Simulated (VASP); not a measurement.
# CaF2 (Fm-3m) in VASP: a series of runs, part 2 of 2

VASP 6.6.1. Earlier steps stand in the parts before.

## Step 3: Band structure, PBE0

POSCAR reads:

```
CaF2                                    
1.0
    0.0000000000      2.7564989548      2.7564989548
    2.7564989548      0.0000000000      2.7564989548
    2.7564989548      2.7564989548      0.0000000000
  Ca              F             
     1     2
Direct
     0.0000000000000000    0.0000000000000000    0.0000000000000000
     0.7500000000000000    0.7500000000000000    0.7500000000000000
     0.2500000000000000    0.2500000000000000    0.2500000000000000
```

INCAR.step1 reads:

```
SYSTEM = CaF2
  ALGO = Normal
  EDIFF = 1E-5
  ENCUT = 450
  GGA = PE
  ISIF = 2
  ISMEAR = 0
  KPAR = 2
  LASPH = .True.
  LCHARG = .False.
  LREAL = .False.
  LWAVE = .True.
  NELM = 120
  PREC = Accurate
  SIGMA = 0.02
```

INCAR.step2 reads:

```
SYSTEM = CaF2
  AEXX = 0.25
  ALGO = Normal
  EDIFF = 1E-6
  ENCUT = 450
  GGA = PE
  HFRCUT = -1
  ISIF = 2
  ISMEAR = 0
  ISTART = 1
  KPAR = 2
  LASPH = .True.
  LCHARG = .False.
  LHFCALC = .True.
  LREAL = .False.
  LWAVE = .False.
  NELM = 120
  PREC = Accurate
  PRECFOCK = Fast
  SIGMA = 0.02
```

KPOINTS reads:

```
k-points
0
Gamma
  8 8 8
  0 0 0
```

KPOINTS_OPT reads:

```
path GXWKGLUWLK,UX
12
line-mode
reciprocal
 0.0000000000  0.0000000000  0.0000000000  G
 0.5000000000  0.0000000000  0.5000000000  X

 0.5000000000  0.0000000000  0.5000000000  X
 0.5000000000  0.2500000000  0.7500000000  W

 0.5000000000  0.2500000000  0.7500000000  W
 0.3750000000  0.3750000000  0.7500000000  K

 0.3750000000  0.3750000000  0.7500000000  K
 0.0000000000  0.0000000000  0.0000000000  G

 0.0000000000  0.0000000000  0.0000000000  G
 0.5000000000  0.5000000000  0.5000000000  L

 0.5000000000  0.5000000000  0.5000000000  L
 0.6250000000  0.2500000000  0.6250000000  U

 0.6250000000  0.2500000000  0.6250000000  U
 0.5000000000  0.2500000000  0.7500000000  W

 0.5000000000  0.2500000000  0.7500000000  W
 0.5000000000  0.5000000000  0.5000000000  L

 0.5000000000  0.5000000000  0.5000000000  L
 0.3750000000  0.3750000000  0.7500000000  K

 0.6250000000  0.2500000000  0.6250000000  U
 0.5000000000  0.0000000000  0.5000000000  X
```

Potentials or basis: VASP PAW PBE potentials, release 64 (Ca_sv, F).

Started as:

```
$ cat potpaw_PBE.64/Ca_sv/POTCAR potpaw_PBE.64/F/POTCAR > POTCAR
$ cp INCAR.step1 INCAR
$ mpirun -np 2 vasp_std > vasp.out
$ cp INCAR.step2 INCAR
$ mpirun -np 2 vasp_std > vasp.out
```

OUTCAR:

```text
SYSTEM = CaF2
   AEXX = 0.25
   EDIFF = 1E-6
   ENCUT = 450
   GGA = PE
   ISIF = 2
   ISMEAR = 0
   ISTART = 1
   LASPH = .True.
   LHFCALC = .True.
   LREAL = .False.
   NELM = 120
   PREC = Accurate
   PRECFOCK = Fast

 ion  position               nearest neighbor table
   1  0.000  0.000  0.000-   2 2.39   3 2.39   2 2.39   2 2.39   2 2.39   3 2.39   3 2.39   3 2.39

   2  0.750  0.750  0.750-   1 2.39   1 2.39   1 2.39   1 2.39
   3  0.250  0.250  0.250-   1 2.39   1 2.39   1 2.39   1 2.39

  LATTYP: Found a face centered cubic cell.
 ALAT       =     5.5129979096

  Lattice vectors:

 A1 = (   0.0000000000,   2.7564989548,   2.7564989548)
 A2 = (   2.7564989548,   0.0000000000,   2.7564989548)
 A3 = (   2.7564989548,   2.7564989548,   0.0000000000)

Analysis of symmetry for initial positions (statically):
=====================================================================
 Subroutine PRICEL returns:
 Original cell was already a primitive cell.

 Routine SETGRP: Setting up the symmetry group for a
 face centered cubic supercell.
[... 171 lines left out ...]
  ext. energy  EPLUGINS =         0.00000000
  ---------------------------------------------------
  free energy    TOTEN  =       -21.32162886 eV

  energy without entropy =      -21.32162886  energy(sigma->0) =      -21.32162886

 E-fermi :  -3.0232     XC(G=0):  -7.4115

 val. band max:       -3.1342249773   @ k =   0.5000   0.5000   0.0000
 cond. band min:       6.8021907065   @ k =   0.0000   0.0000   0.0000
 fundamental gap:      9.9364156838
 Fermi energy:        -3.0232091384

 k-point     1 :       0.0000    0.0000    0.0000
  band No.  band energies     occupation
      1     -41.3283      2.00000
      2     -24.6067      2.00000
      3     -23.8405      2.00000
      4     -20.7883      2.00000
      5     -20.7883      2.00000
      6     -20.7883      2.00000
[... 433 lines left out ...]
      3     -24.3920      2.00000
      4     -20.8558      2.00000
      5     -20.6743      2.00000
      6     -20.4673      2.00000
[... 8 lines left out ...]
     15      10.0207      0.00000
     16      10.4738      0.00000

 [... further k-points ...]
[... 5 lines left out ...]
  --------------------------------------------------------------------------------------
  -------------------------------------------------------------------------------------
  Total       -0.9429093     -0.9429093     -0.9429093     -0.0000000     -0.0000000      0.0000000
  in kB      -36.0642597    -36.0642597    -36.0642597     -0.0000000     -0.0000000      0.0000000
  external PRESSURE =     -36.0642597 kB  Pullay stress =       0.0000000 kB

 VOLUME and BASIS-vectors are now :
 -----------------------------------------------------------------------------
  energy-cutoff  :      450.00
  volume of cell :       41.89
      direct lattice vectors                 reciprocal lattice vectors
     0.000000000  2.756498955  2.756498955    -0.181389512  0.181389512  0.181389512
     2.756498955  0.000000000  2.756498955     0.181389512 -0.181389512  0.181389512
     2.756498955  2.756498955  0.000000000     0.181389512  0.181389512 -0.181389512

 POSITION                                       TOTAL-FORCE (eV/Angst)
 -----------------------------------------------------------------------------------
      0.00000      0.00000      0.00000         0.000000      0.000000      0.000000
      4.13475      4.13475      4.13475         0.000000      0.000000      0.000000
      1.37825      1.37825      1.37825        -0.000000     -0.000000     -0.000000
 -----------------------------------------------------------------------------------
    total drift:                               -0.000000     -0.000000     -0.000000

  FREE ENERGIE OF THE ION-ELECTRON SYSTEM (eV)
  ---------------------------------------------------
  free  energy   TOTEN  =       -21.3216288635 eV

  energy  without entropy=      -21.3216288635  energy(sigma->0) =      -21.32162886
```

OSZICAR.step1:

```text
N       E                     dE             d eps       ncg     rms          rms(c)
DAV:   1     0.206033209509E+03    0.20603E+03   -0.13129E+04   928   0.138E+03
DAV:   2    -0.101980172375E+02   -0.21623E+03   -0.21083E+03  1192   0.369E+02
DAV:   3    -0.183330307938E+02   -0.81350E+01   -0.81291E+01  1096   0.826E+01
DAV:   4    -0.186423617649E+02   -0.30933E+00   -0.30924E+00  1528   0.120E+01
DAV:   5    -0.186444821644E+02   -0.21204E-02   -0.21204E-02  1088   0.106E+00    0.795E+00
DAV:   6    -0.173220837123E+02    0.13224E+01   -0.71575E+00   984   0.186E+01    0.314E+00
DAV:   7    -0.173269214157E+02   -0.48377E-02   -0.18775E-01  1248   0.382E+00    0.168E+00
DAV:   8    -0.173445273001E+02   -0.17606E-01   -0.33768E-02  1192   0.224E+00    0.193E-01
DAV:   9    -0.173489671702E+02   -0.44399E-02   -0.82347E-03  1200   0.709E-01    0.137E-01
DAV:  10    -0.173498714808E+02   -0.90431E-03   -0.14373E-03  1136   0.285E-01    0.313E-02
DAV:  11    -0.173498826163E+02   -0.11135E-04   -0.99153E-05  1256   0.881E-02    0.158E-02
DAV:  12    -0.173498886858E+02   -0.60695E-05   -0.20083E-05   912   0.447E-02
   1 F= -.17349889E+02 E0= -.17349889E+02  d E =-.407850E-15
```

Run time: 2.1 h. Hardware: 2 MPI ranks of Intel Xeon Platinum 8375C at 2.90GHz (Ice Lake), shared host; peak memory 0.3 GiB.

What came out:

```yaml
Free_energy: -21.3216 eV
Band_gap_on_the_k_mesh: 9.94 eV, indirect (least direct gap 10.20 eV)
Band_gap_along_the_path: 9.94 eV, indirect (least direct gap 10.20 eV)
```

Levels at the corners of the path, in eV from the valence-band top:
| point | band 9 | band 10 | band 11 | band 12 | band 13 | band 14 | band 15 | band 16 |
| --- | --- | --- | --- | --- | --- | --- | --- | --- |
| Γ | -2.12 | -0.26 | -0.26 | -0.26 | 9.94 | 12.50 | 12.50 | 14.67 |
| X | -1.70 | -0.35 | -0.35 | 0.00 | 11.16 | 12.83 | 13.53 | 14.33 |
| X | -1.70 | -0.35 | -0.35 | 0.00 | 11.16 | 12.83 | 13.53 | 14.33 |
| W | -1.07 | -1.07 | -0.27 | -0.09 | 11.51 | 13.13 | 13.25 | 13.25 |
| W | -1.07 | -1.07 | -0.27 | -0.09 | 11.51 | 13.13 | 13.25 | 13.25 |
| K | -1.55 | -0.64 | -0.45 | -0.09 | 11.44 | 13.01 | 13.20 | 13.73 |
| K | -1.55 | -0.64 | -0.45 | -0.09 | 11.44 | 13.01 | 13.20 | 13.69 |
| Γ | -2.12 | -0.26 | -0.26 | -0.26 | 9.94 | 12.50 | 12.50 | 14.67 |
| Γ | -2.12 | -0.26 | -0.26 | -0.26 | 9.94 | 12.50 | 12.50 | 14.67 |
| L | -1.32 | -1.25 | -0.87 | -0.87 | 12.71 | 12.71 | 13.02 | 13.44 |
| L | -1.32 | -1.25 | -0.87 | -0.87 | 12.71 | 12.71 | 13.02 | 13.44 |
| U | -1.55 | -0.64 | -0.45 | -0.09 | 11.44 | 13.01 | 13.20 | 13.70 |
| U | -1.55 | -0.64 | -0.45 | -0.09 | 11.44 | 13.01 | 13.20 | 13.69 |
| W | -1.07 | -1.07 | -0.27 | -0.09 | 11.51 | 13.13 | 13.25 | 13.25 |
| W | -1.07 | -1.07 | -0.27 | -0.09 | 11.51 | 13.13 | 13.25 | 13.25 |
| L | -1.32 | -1.25 | -0.87 | -0.87 | 12.71 | 12.71 | 13.02 | 13.44 |
| L | -1.32 | -1.25 | -0.87 | -0.87 | 12.71 | 12.71 | 13.02 | 13.44 |
| K | -1.55 | -0.64 | -0.45 | -0.09 | 11.44 | 13.01 | 13.20 | 13.70 |
| U | -1.55 | -0.64 | -0.45 | -0.09 | 11.44 | 13.01 | 13.20 | 13.78 |
| X | -1.70 | -0.35 | -0.35 | 0.00 | 11.16 | 12.83 | 13.53 | 14.33 |

Caveat: the cutoff is under 1.25 times the usual one of these potentials, so pressure, stress and relaxed cells hold a basis-set (Pulay) error; the PAW data sets were made with another functional, which shifts forces and pressure a little.

## Step 4: Band structure, PBE

INCAR reads:

```
SYSTEM = CaF2
  ALGO = Fast
  EDIFF = 1E-6
  ENCUT = 300
  GGA = PE
  ISIF = 2
  ISMEAR = 0
  KPAR = 2
  LASPH = .True.
  LCHARG = .False.
  LREAL = .False.
  LWAVE = .False.
  NELM = 120
  PREC = Accurate
  SIGMA = 0.02
```

KPOINTS reads:

```
k-points
0
Gamma
  10 10 10
  0 0 0
```

POSCAR is that of step 3.

Edit KPOINTS_OPT of step 3 so:

```diff
@@ -1,3 +1,3 @@
 path GXWKGLUWLK,UX
-12
+20
 line-mode
```

Started as:

```
$ cat potpaw_PBE.64/Ca_sv/POTCAR potpaw_PBE.64/F/POTCAR > POTCAR
$ mpirun -np 2 vasp_std > vasp.out
```

Wall time 16 s (2 MPI ranks of Intel Xeon Platinum 8375C at 2.90GHz (Ice Lake), shared host); peak memory 0.14 GiB.

The run converged, but a check on its numbers failed (symmetry, net force, bounds or a known fault of this set-up), so they aren't taken as properties of the crystal.

Caveat: the cutoff lies under the usual one of these potentials, so the numbers hold a large basis-set error; a pressure of tens of GPa on the cell as given is suspect, and the run, the potentials or the cell itself is likely at fault.

## Step 5: Band structure, PBE

Edit INCAR of step 4 so:

```diff
@@ -3,3 +3,3 @@
   EDIFF = 1E-6
-  ENCUT = 300
+  ENCUT = 600
   GGA = PE
```

KPOINTS is that of step 4.

POSCAR is that of step 4.

KPOINTS_OPT is that of step 4.

Started as:

```
$ cat potpaw_PBE.64/Ca_sv/POTCAR potpaw_PBE.64/F/POTCAR > POTCAR
$ mpirun -np 2 vasp_std > vasp.out
```

It took 46 s on 2 MPI ranks of Intel Xeon Platinum 8375C at 2.90GHz (Ice Lake), shared host; peak memory 0.21 GiB.

It converged, with:

```
Free energy             : -17.3449 eV
Pressure                : 0.0 GPa
Band gap on the k mesh  : 7.12 eV, indirect (least direct gap 7.37 eV)
Band gap along the path : 7.12 eV, indirect (least direct gap 7.37 eV)
```

Levels at the corners of the path, in eV from the valence-band top:
```tsv
point	band 8	band 9	band 10	band 11	band 12	band 13	band 14	band 15	band 16
Γ	-2.02	-2.02	-0.25	-0.25	-0.25	7.12	9.06	9.06	11.01
X	-1.61	-1.61	-0.35	-0.35	0.00	8.04	9.36	9.93	10.68
X	-1.61	-1.61	-0.35	-0.35	0.00	8.04	9.36	9.93	10.68
W	-2.07	-1.01	-1.01	-0.27	-0.09	8.35	9.61	9.76	9.76
W	-2.07	-1.01	-1.01	-0.27	-0.09	8.35	9.61	9.76	9.76
K	-1.68	-1.46	-0.62	-0.43	-0.09	8.29	9.54	9.67	10.16
K	-1.68	-1.46	-0.62	-0.43	-0.09	8.29	9.54	9.67	10.16
Γ	-2.02	-2.02	-0.25	-0.25	-0.25	7.12	9.06	9.06	11.01
Γ	-2.02	-2.02	-0.25	-0.25	-0.25	7.12	9.06	9.06	11.01
L	-1.45	-1.26	-1.20	-0.82	-0.82	9.26	9.26	9.57	10.59
L	-1.45	-1.26	-1.20	-0.82	-0.82	9.26	9.26	9.57	10.59
U	-1.68	-1.46	-0.62	-0.43	-0.09	8.29	9.54	9.67	10.16
U	-1.68	-1.46	-0.62	-0.43	-0.09	8.29	9.54	9.67	10.16
W	-2.07	-1.01	-1.01	-0.27	-0.09	8.35	9.61	9.76	9.76
W	-2.07	-1.01	-1.01	-0.27	-0.09	8.35	9.61	9.76	9.76
L	-1.45	-1.26	-1.20	-0.82	-0.82	9.26	9.26	9.57	10.59
L	-1.45	-1.26	-1.20	-0.82	-0.82	9.26	9.26	9.57	10.59
K	-1.68	-1.46	-0.62	-0.43	-0.09	8.29	9.54	9.67	10.16
U	-1.68	-1.46	-0.62	-0.43	-0.09	8.29	9.54	9.67	10.16
X	-1.61	-1.61	-0.35	-0.35	0.00	8.04	9.36	9.93	10.68
```

## Step 6: The runs side by side

| level | k mesh | cutoff (eV) | grid for exact exchange (PRECFOCK) | screening parameter | further INCAR settings | exchange at q = 0 | gap on the mesh (eV) |
| --- | --- | --- | --- | --- | --- | --- | --- |
| HSE06 | 8 × 8 × 8 | 450 | Fast | 0.2 1/A | ALGO = Normal; EDIFF = 1e-06 | - | 9.20 |
| PBE0 | 8 × 8 × 8 | 450 | Fast | - | ALGO = Normal; EDIFF = 1e-06 | truncated | 9.94 |
| PBE | 10 × 10 × 10 | 600 | - | - | ALGO = Fast; EDIFF = 1e-06 | - | 7.12 |

Alike in all rows: task band structure; potentials or basis VASP PAW PBE potentials, release 64 (Ca_sv, F); no spin polarisation; cell as given; smearing gaussian 0.02 eV.

On the cell as given the gap runs from 7.12 eV (PBE) to 9.94 eV (PBE0); the meshes differ, which moves gaps too.

Caveats: the cutoff is under 1.25 times the usual one of these potentials, so pressure, stress and relaxed cells hold a basis-set (Pulay) error (some runs); the PAW data sets were made with another functional, which shifts forces and pressure a little (some runs).

Total energies depend on the potentials used, so only differences within one code and one set of settings carry meaning.
